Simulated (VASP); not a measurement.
MoSe2:

```
Mo Se
1.0
     3.28800    0.00000    0.00000
    -1.64400    2.84749    0.00000
     0.00000    0.00000   12.90000
Mo Se
2 4
Cartesian
  0.0000 1.8983 3.2250
  1.6440 0.9492 9.6750
  0.0000 1.8983 8.0625
  1.6440 0.9492 1.6125
  0.0000 1.8983 11.2875
  1.6440 0.9492 4.8375
```

* Program: VASP 6.6.1
* Task: relaxation of cell and atoms
* Functional: PBEsol
* Potentials or basis: VASP PAW PBE potentials, release 64 (Mo_sv, Se)
* Cutoff: 600 eV
* k mesh: 9 × 9 × 2
* Occupations: gaussian, width 0.03 eV
* Spin: no spin polarisation

At the start: pressure 3.5 GPa; volume 20.13 Å³/atom.

Problem. Where does the relaxation end?

Solution. Over 5 steps the energy falls by 14.0 meV/atom and the volume is 20.34 Å³/atom (+1.0 %); space group P6_3/mmc (No. 194, to 0.05 Å).

Step by step:
| step | energy change (eV) | largest force (eV/Å) | pressure (GPa) | volume (Å³) |
| --- | --- | --- | --- | --- |
| 1 | 0.0000 | 0.8474 | 3.53 | 120.78 |
| 2 | 0.1461 | 1.1549 | -7.71 | 128.65 |
| 3 | -0.0719 | 0.0364 | -1.08 | 123.56 |
| 4 | -0.0720 | 0.0584 | -0.97 | 123.48 |
| 5 | -0.0842 | 0.0051 | -0.04 | 122.03 |

Final structure:
```
Mo Se
1.0
     3.27165    0.00000    0.00000
    -1.63582    2.83333    0.00000
     0.00000    0.00000   13.16413
Mo Se
2 4
Direct
  0.33333 0.66667 0.25000
  0.66667 0.33333 0.75000
  0.33333 0.66667 0.62343
  0.66667 0.33333 0.12343
  0.33333 0.66667 0.87657
  0.66667 0.33333 0.37657
```

Caveat: the PAW data sets were made with another functional, which shifts forces and pressure a little; this functional lacks dispersion, which binds the layers, so the pressure and a relaxed spacing across them are unreliable.
